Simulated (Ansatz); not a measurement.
# HfO2: the cost of one run

Method: DFT PBE, scalar-relativistic, plane waves, PAW, in Ansatz 0.2.0.

### Step 1. The system as given

The structure is orthorhombic, space group P2_12_12 (No. 18). Conventional cell: a = 5.080 Å, b = 5.165 Å, c = 4.891 Å, α = 90.00°, β = 90.00°, γ = 90.00°. Hf (site symmetry 1) has 7 O at 1.99 to 2.25 Å as nearest neighbours. Around O (site symmetry 2) lie 4 Hf at 2.16 to 2.18 Å. O (site symmetry 2) has 4 Hf at 2.13 to 2.15 Å as nearest neighbours. O (site symmetry 1) has 3 Hf at 1.99 to 2.25 Å as nearest neighbours.

Structure file:

```
Hf O
1.0
    -5.08032    5.16487    4.89088
     5.08032   -5.16487    4.89088
     5.08032    5.16487   -4.89088
Hf O
16 32
Direct
  0.00487 0.00267 0.27960
  0.50487 0.50267 0.27960
  0.50487 0.00267 0.77960
  0.00487 0.50267 0.77960
  0.74513 0.02474 0.49780
  0.24513 0.52474 0.49780
  0.24513 0.02474 0.99781
  0.74513 0.52474 0.99781
  0.72307 0.22526 0.22040
  0.22307 0.72526 0.22040
  0.22307 0.22526 0.72040
  0.72307 0.72526 0.72040
  0.02693 0.24733 0.00219
  0.52693 0.74733 0.00219
  0.52693 0.24733 0.50219
  0.02693 0.74733 0.50219
  0.96219 0.46219 0.00000
  0.46219 0.96219 0.00000
  0.46219 0.46219 0.50000
  0.96219 0.96219 0.50000
  0.28781 0.28781 0.00000
  0.78781 0.78781 0.00000
  0.78781 0.28781 0.50000
  0.28781 0.78781 0.50000
  0.75547 0.00547 0.25000
  0.25547 0.50547 0.25000
  0.25547 0.00547 0.75000
  0.75547 0.50547 0.75000
  0.49453 0.24453 0.25000
  0.99453 0.74453 0.25000
  0.99453 0.24453 0.75000
  0.49453 0.74453 0.75000
  0.27956 0.10433 0.48842
  0.77956 0.60433 0.48842
  0.77956 0.10433 0.98842
  0.27956 0.60433 0.98842
  0.97044 0.45886 0.32477
  0.47044 0.95886 0.32477
  0.47044 0.45886 0.82477
  0.97044 0.95886 0.82477
  0.61591 0.29114 0.01158
  0.11591 0.79114 0.01158
  0.11591 0.29114 0.51158
  0.61591 0.79114 0.51158
  0.13409 0.14567 0.17523
  0.63409 0.64567 0.17523
  0.63409 0.14567 0.67523
  0.13409 0.64567 0.67523
```

The runs take a perfect supercell of 48 atoms; the defect goes to fractional position (0.005, 0.003, 0.280).

### Step 2. The perfect supercell

input.yaml reads:

```yaml
crystal:
  lattice:
    - [-5.080319, 5.164867, 4.890884]
    - [5.080319, -5.164867, 4.890884]
    - [5.080319, 5.164867, -4.890884]
  atoms:
    - { symbol: Hf, position: [0.004866, 0.002671, 0.279604] }
    - { symbol: Hf, position: [0.504866, 0.502671, 0.279604] }
    - { symbol: Hf, position: [0.504866, 0.002671, 0.779604] }
    - { symbol: Hf, position: [0.004866, 0.502671, 0.779604] }
    - { symbol: Hf, position: [0.745134, 0.024739, 0.497805] }
    - { symbol: Hf, position: [0.245134, 0.524739, 0.497805] }
    - { symbol: Hf, position: [0.245134, 0.024739, 0.997805] }
    - { symbol: Hf, position: [0.745134, 0.524739, 0.997805] }
    - { symbol: Hf, position: [0.723066, 0.225261, 0.220396] }
    - { symbol: Hf, position: [0.223066, 0.725261, 0.220396] }
    - { symbol: Hf, position: [0.223066, 0.225261, 0.720396] }
    - { symbol: Hf, position: [0.723066, 0.725261, 0.720396] }
    - { symbol: Hf, position: [0.026934, 0.247329, 0.002195] }
    - { symbol: Hf, position: [0.526934, 0.747329, 0.002195] }
    - { symbol: Hf, position: [0.526934, 0.247329, 0.502195] }
    - { symbol: Hf, position: [0.026934, 0.747329, 0.502195] }
    - { symbol: O, position: [0.962188, 0.462188, 0.0] }
    - { symbol: O, position: [0.462188, 0.962188, 0.0] }
    - { symbol: O, position: [0.462188, 0.462188, 0.5] }
    - { symbol: O, position: [0.962188, 0.962188, 0.5] }
    - { symbol: O, position: [0.287812, 0.287812, 0.0] }
    - { symbol: O, position: [0.787812, 0.787812, 0.0] }
    - { symbol: O, position: [0.787812, 0.287812, 0.5] }
    - { symbol: O, position: [0.287812, 0.787812, 0.5] }
    - { symbol: O, position: [0.755473, 0.005473, 0.25] }
    - { symbol: O, position: [0.255473, 0.505473, 0.25] }
    - { symbol: O, position: [0.255473, 0.005473, 0.75] }
    - { symbol: O, position: [0.755473, 0.505473, 0.75] }
    - { symbol: O, position: [0.494527, 0.244527, 0.25] }
    - { symbol: O, position: [0.994527, 0.744527, 0.25] }
    - { symbol: O, position: [0.994527, 0.244527, 0.75] }
    - { symbol: O, position: [0.494527, 0.744527, 0.75] }
    - { symbol: O, position: [0.279557, 0.104325, 0.488417] }
    - { symbol: O, position: [0.779557, 0.604325, 0.488417] }
    - { symbol: O, position: [0.779557, 0.104325, 0.988417] }
    - { symbol: O, position: [0.279557, 0.604325, 0.988417] }
    - { symbol: O, position: [0.970443, 0.45886, 0.324768] }
    - { symbol: O, position: [0.470443, 0.95886, 0.324768] }
    - { symbol: O, position: [0.470443, 0.45886, 0.824768] }
    - { symbol: O, position: [0.970443, 0.95886, 0.824768] }
    - { symbol: O, position: [0.615908, 0.29114, 0.011583] }
    - { symbol: O, position: [0.115908, 0.79114, 0.011583] }
    - { symbol: O, position: [0.115908, 0.29114, 0.511583] }
    - { symbol: O, position: [0.615908, 0.79114, 0.511583] }
    - { symbol: O, position: [0.134092, 0.145675, 0.175232] }
    - { symbol: O, position: [0.634092, 0.645675, 0.175232] }
    - { symbol: O, position: [0.634092, 0.145675, 0.675232] }
    - { symbol: O, position: [0.134092, 0.645675, 0.675232] }
basis:
  ecutwfc: 420
  fft_grid_basis: typed
kpoints:
  mp_grid: { grid: [2, 2, 2] }
hamiltonian:
  xc: pbe
  pseudopotentials: { kind: paw }
scf:
  occupations: { method: gaussian, width: 0.05 }
output:
  forces: true
  stress: false
  eigenvalues: true
  bader: false
  write_density: true
  volumetric_format: npy
```

The run is started by

```
> ansatz run input.yaml --threads 4 --pin off --max-ram 10240MiB --backend cpu --events-out ev --progress --plain --runs-dir out
```

**Question.** How long does this run take on 4 threads of Arm Neoverse V1, shared host, and how much memory does it need?

About 24 s, with a peak of 3.6 GiB.
